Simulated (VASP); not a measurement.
# Os (Fm-3m) in VASP: settings compared

Aim: see how the results for Os move with the level of theory and the settings. Levels: LDA, PBEsol. Tasks: single point, relaxation of cell and atoms.

Program: VASP 6.6.1. These are calculated values, not measurements. Logs are shortened: lines on timing, memory, paths and dates and some standing lists are left out, and cuts for length are marked.

**1. The structure**

The structure is cubic, space group Fm-3m (No. 225). The conventional cell has a = 3.804 Å, b = 3.804 Å, c = 3.804 Å, α = 90.00°, β = 90.00°, γ = 90.00°. Os (site symmetry m-3m) has 12 Os at 2.69 Å as nearest neighbours.

This isn't the form of Os at room conditions, which is hcp.

**2. Single point, LDA**

File INCAR:

```
SYSTEM = Os
PREC     = Accurate       ! precision mode
ENCUT    = 520            ! plane-wave cutoff, eV
EDIFF    = 1E-7           ! SCF threshold, eV
ISMEAR   = 1              ! smearing method
SIGMA    = 0.15           ! smearing width, eV
LREAL    = .FALSE.        ! projectors in reciprocal space
LASPH    = .TRUE.         ! aspherical terms in the spheres
NELM     = 100            ! most SCF steps
ALGO     = Fast           ! electronic algorithm
ISIF     = 2              ! what is computed and relaxed
LWAVE    = .FALSE.        ! write WAVECAR
LCHARG   = .TRUE.         ! write CHGCAR
GGA      = CA             ! functional
LELF     = .TRUE.         ! ELF
LVHAR    = .TRUE.       
NBANDS   = 10             ! bands
```

File KPOINTS:

```
regular mesh
0
G
  10 10 10
  0 0 0
```

File POSCAR:

```
Os
1.0
    0.0000000000      1.9019696390      1.9019696390
    1.9019696390      0.0000000000      1.9019696390
    1.9019696390      1.9019696390      0.0000000000
Os
1
Direct
    0.0000000000      0.0000000000      0.0000000000
```

Potentials or basis: VASP PAW LDA potentials, release 64 (Os).

Launch:

```bash
$ cat potpaw_LDA.64/Os/POTCAR > POTCAR
$ mpirun -np 1 vasp_std > vasp.out
```

OUTCAR:

```text
SYSTEM = Os
   PREC = Accurate
   ENCUT = 520
   EDIFF = 1E-7
   ISMEAR = 1
   LREAL = .FALSE.
   LASPH = .TRUE.
   NELM = 100
   ISIF = 2
   GGA = CA

 ion  position               nearest neighbor table
   1  0.000  0.000  0.000-

  LATTYP: Found a face centered cubic cell.
 ALAT       =     3.8039392780

  Lattice vectors:

 A1 = (   0.0000000000,   1.9019696390,   1.9019696390)
 A2 = (   1.9019696390,   0.0000000000,   1.9019696390)
 A3 = (   1.9019696390,   1.9019696390,   0.0000000000)

Analysis of symmetry for initial positions (statically):
=====================================================================
 Subroutine PRICEL returns:
 Original cell was already a primitive cell.

 Routine SETGRP: Setting up the symmetry group for a
 face centered cubic supercell.

 Subroutine GETGRP returns: Found 48 space group operations
 (whereof 48 operations were pure point group operations)
 out of a pool of 48 trial point group operations.

The static configuration has the point symmetry O_h .

Analysis of symmetry for dynamics (positions and initial velocities):
=====================================================================
 Subroutine PRICEL returns:
 Original cell was already a primitive cell.

 Routine SETGRP: Setting up the symmetry group for a
 face centered cubic supercell.

 Subroutine GETGRP returns: Found 48 space group operations
 (whereof 48 operations were pure point group operations)
 out of a pool of 48 trial point group operations.

The dynamic configuration has the point symmetry O_h .

 Subroutine INISYM returns: Found 48 space group operations
 (whereof 48 operations are pure point group operations),
 and found     1 'primitive' translations

----------------------------------------------------------------------------------------

                                     Primitive cell

  volume of cell :      13.7607

  direct lattice vectors                    reciprocal lattice vectors
     0.000000000  1.901969639  1.901969639    -0.262885374  0.262885374  0.262885374
     1.901969639  0.000000000  1.901969639     0.262885374 -0.262885374  0.262885374
     1.901969639  1.901969639  0.000000000     0.262885374  0.262885374 -0.262885374

  length of vectors
     2.689791259  2.689791259  2.689791259     0.455330824  0.455330824  0.455330824

  position of ions in fractional coordinates (direct lattice)
     0.000000000  0.000000000  0.000000000

  ion indices of the primitive-cell ions
   primitive index   ion index
                 1           1

----------------------------------------------------------------------------------------

 KPOINTS: regular mesh

Automatic generation of k-mesh.
 Grid dimensions read from file:
 generate k-points for:   10   10   10

 Generating k-lattice:

  Cartesian coordinates                     Fractional coordinates (reciprocal lattice)
    -0.026288537  0.026288537  0.026288537     0.100000000  0.000000000  0.000000000
     0.026288537 -0.026288537  0.026288537     0.000000000  0.100000000  0.000000000
     0.026288537  0.026288537 -0.026288537     0.000000000  0.000000000  0.100000000

  Length of vectors
     0.045533082  0.045533082  0.045533082

  Shift w.r.t. Gamma in fractional coordinates (k-lattice)
     0.000000000  0.000000000  0.000000000

 Subroutine IBZKPT returns following result:
 ===========================================

 Found     47 irreducible k-points:

 Following reciprocal coordinates:
            Coordinates               Weight
  0.000000  0.000000  0.000000      1.000000
  0.100000  0.000000  0.000000      8.000000
  0.200000  0.000000  0.000000      8.000000
  0.300000  0.000000  0.000000      8.000000
  0.400000  0.000000  0.000000      8.000000
  0.500000  0.000000  0.000000      4.000000
[... 16 lines left out ...]
  0.300000  0.300000  0.000000      6.000000
  0.400000  0.300000  0.000000     24.000000
 [... further k-points ...]
   k-points           NKPTS =     47   k-points in BZ     NKDIM =     47   number of bands    NBANDS=     10
   number of dos      NEDOS =    301   number of ions     NIONS =      1
   total plane-waves  NPLWV =   8000
   dimension x,y,z NGX =    20 NGY =   20 NGZ =   20
   dimension x,y,z NGXF=    40 NGYF=   40 NGZF=   40
   ions per type =               1
   NGX,Y,Z   is equivalent  to a cutoff of  12.36, 12.36, 12.36 a.u.
   NGXF,Y,Z  is equivalent  to a cutoff of  24.72, 24.72, 24.72 a.u.
 SYSTEM =  Os
   PREC   = accura    normal or accurate (medium, high low for compatibility)
   ISTART =      0    job   : 0-new  1-cont  2-samecut
   ICHARG =      2    charge: 1-file 2-atom 10-const
   ISPIN  =      1    spin polarized calculation?
   LNONCOLLINEAR =      F non collinear calculations
   LSORBIT =      F    spin-orbit coupling
   LASPH  =      T    aspherical Exc in radial PAW
   ENCUT  =  520.0 eV  38.22 Ry    6.18 a.u.   5.00  5.00  5.00*2*pi/ulx,y,z
   NELM   =    100;   NELMIN=  2; NELMDL= -5     # of ELM steps
   EDIFF  = 0.1E-06   stopping-criterion for ELM
   LREAL  =      F    real-space projection
   EDIFFG = 0.1E-05   stopping-criterion for IOM
   NSW    =      0    number of steps for IOM
   IBRION =     -1    ionic relax: 0-MD 1-quasi-New 2-CG
   NFREE  =      0    steps in history (QN), initial steepest desc. (CG)
   ISIF   =      2    stress and relaxation
   ISYM   =      2    0-nonsym 1-usesym 2-fastsym
   POTIM  = 0.5000    time-step for ionic-motion
   TEBEG  =    0.0;   TEEND  =   0.0 temperature during run
   PSTRESS=    0.0 pullay stress
   NELECT =       8.0000    total number of electrons
   NUPDOWN=      -1.0000    fix difference up-down
   EMIN   =  10.00;   EMAX   =-10.00  energy-range for DOS
   EFERMI =   0.00;   METHOD = LEGACY
   ISMEAR =     1;   SIGMA  =   0.15  broadening in eV -4-tet -1-fermi 0-gaus
   EFERMI_NEDOS =   21; number of points for ismear=-14 and -15
   IALGO  =     68    algorithm
   IMIX   =      4    mixing-type and parameters
     AMIX     =   0.40;   BMIX     =  1.00
     AMIX_MAG =   1.60;   BMIX_MAG =  1.00
  volume/ion in A,a.u.               =      13.76        92.86
  Fermi-wavevector in a.u.,A,eV,Ry     =   1.366337  2.582003 25.400411  1.866878
  Thomas-Fermi vector in A             =   2.492487
   LORBIT       =      0    0 simple, 1 ext, 2 COOP (PROOUT), +10 PAW based schemes
   GGA     = CA    functional components
   LHFCALC =     F    Hartree Fock is set to
   AEXX    =    0.0000 exact exchange contribution
   IVDW    =     0    specifies the selected vdW correction
   LEPSILON=     F    determine dielectric tensor
   LRPA    =     F    only Hartree local field effects (RPA)
 non-spin polarized calculation
 RMM-DIIS sequential band-by-band and
 Methfessel and Paxton  Order N= 1 SIGMA  =   0.15
  energy-cutoff  :      520.00
  volume of cell :       13.76
 maximum number of plane-waves:       388
   NGX =  9   NGY =  9   NGZ =  9

 number of electron       7.9999999 magnetization

 Free energy of the ion-electron system (eV)
  ---------------------------------------------------
  ext. energy  EPLUGINS =         0.00000000
  ---------------------------------------------------
  free energy    TOTEN  =       -12.47080772 eV

  energy without entropy =      -12.46902001  energy(sigma->0) =      -12.47021181

 E-fermi :   9.5789     XC(G=0): -14.2707

 val. band max:        9.5696780586   @ k =   0.3000   0.1000   0.0000
 cond. band min:       9.5815546039   @ k =   0.0000   0.0000   0.0000
 fundamental gap:      0.0118765453
 Fermi energy:         9.5789279344

 k-point     1 :       0.0000    0.0000    0.0000
  band No.  band energies     occupation
      1      -1.3743      2.00000
      2       6.4291      2.00000
      3       6.4291      2.00000
      4       6.4291      2.00000
      5       9.5816      0.97037
      6       9.5816      0.97036
      7      23.8273      0.00000
      8      29.7180      0.00000
      9      29.7180      0.00000
     10      29.7180      0.00000

 k-point     2 :       0.1000    0.0000    0.0000
  band No.  band energies     occupation
      1      -0.9044      2.00000
      2       6.1608      2.00000
      3       6.6344      2.00000
      4       6.6344      2.00000
      5       9.4407      2.02983
      6       9.4407      2.02983
      7      24.6857      0.00000
      8      27.8356      0.00000
      9      30.5589      0.00000
     10      30.5589      0.00000

 k-point     3 :       0.2000    0.0000    0.0000
  band No.  band energies     occupation
      1       0.2991      2.00000
      2       5.7455      2.00000
      3       6.9444      2.00000
      4       6.9444      2.00000
      5       9.4355      2.03991
      6       9.4355      2.03991
      7      24.9606      0.00000
      8      26.9018      0.00000
      9      32.8620      0.00000
     10      32.8620      0.00000

 k-point     4 :       0.3000    0.0000    0.0000
  band No.  band energies     occupation
      1       1.4240      2.00000
      2       6.2119      2.00000
      3       6.7785      2.00000
      4       6.7785      2.00000
      5      10.2731     -0.00000
      6      10.2731     -0.00000
      7      22.7031      0.00000
      8      26.6778      0.00000
      9      34.5714      0.00000
     10      34.6250      0.00000
[... 222 lines left out ...]
 k-point    22 :      -0.2000    0.2000    0.0000
  band No.  band energies     occupation
      1       2.5195      2.00000
      2       5.0223      2.00000
      3       6.3050      2.00000
      4       8.0115      2.00000
      5       8.3793      2.00000
      6      12.3697     -0.00000
      7      24.1839      0.00000
      8      28.1677      0.00000
      9      28.8499      0.00000
     10      30.8152      0.00000

 k-point    23 :       0.3000    0.3000    0.0000
  band No.  band energies     occupation
      1       2.2513      2.00000
      2       3.5748      2.00000
      3       7.5762      2.00000
      4       9.6530      0.26630
      5       9.6530      0.26630
      6      11.0877     -0.00000
      7      27.2554      0.00000
      8      27.2554      0.00000
      9      28.4982      0.00000
     10      31.7452      0.00000

 k-point    24 :       0.4000    0.3000    0.0000
  band No.  band energies     occupation
      1       2.5075      2.00000
      2       3.3321      2.00000
      3       7.7022      2.00000
      4       9.9136     -0.00707
      5      11.7160     -0.00000
      6      11.9104     -0.00000
      7      23.6414      0.00000
      8      25.8101      0.00000
      9      27.2999      0.00000
     10      31.9575      0.00000

 [... further k-points ...]

------------------------ aborting loop because EDIFF is reached ----------------------------------------

  FORCE on cell =-STRESS in cart. coord.  units (eV):
  Direction    XX          YY          ZZ          XY          YZ          ZX
  --------------------------------------------------------------------------------------
  -------------------------------------------------------------------------------------
  Total        0.0932027      0.0932027      0.0932027     -0.0000000     -0.0000000      0.0000000
  in kB       10.8517191     10.8517191     10.8517191     -0.0000000     -0.0000000      0.0000000
  external PRESSURE =      10.8517191 kB  Pullay stress =       0.0000000 kB

 VOLUME and BASIS-vectors are now :
 -----------------------------------------------------------------------------
  energy-cutoff  :      520.00
  volume of cell :       13.76
      direct lattice vectors                 reciprocal lattice vectors
     0.000000000  1.901969639  1.901969639    -0.262885374  0.262885374  0.262885374
     1.901969639  0.000000000  1.901969639     0.262885374 -0.262885374  0.262885374
     1.901969639  1.901969639  0.000000000     0.262885374  0.262885374 -0.262885374

 POSITION                                       TOTAL-FORCE (eV/Angst)
 -----------------------------------------------------------------------------------
      0.00000      0.00000      0.00000        -0.000000     -0.000000      0.000000
 -----------------------------------------------------------------------------------
    total drift:                                0.000000      0.000000     -0.000000

  FREE ENERGIE OF THE ION-ELECTRON SYSTEM (eV)
  ---------------------------------------------------
  free  energy   TOTEN  =       -12.4708077151 eV

  energy  without entropy=      -12.4690200068  energy(sigma->0) =      -12.47021181
```

Run time: 7.6 s. Hardware: 1 thread of Intel Xeon Platinum 8375C at 2.90GHz (Ice Lake), shared host; peak memory 0.12 GiB.

What came out:

- Free energy: -12.4708 eV
- Pressure: 1.1 GPa
- Band gap on the k mesh: none (metal or under the smearing width)

[end of part 1 of 2]
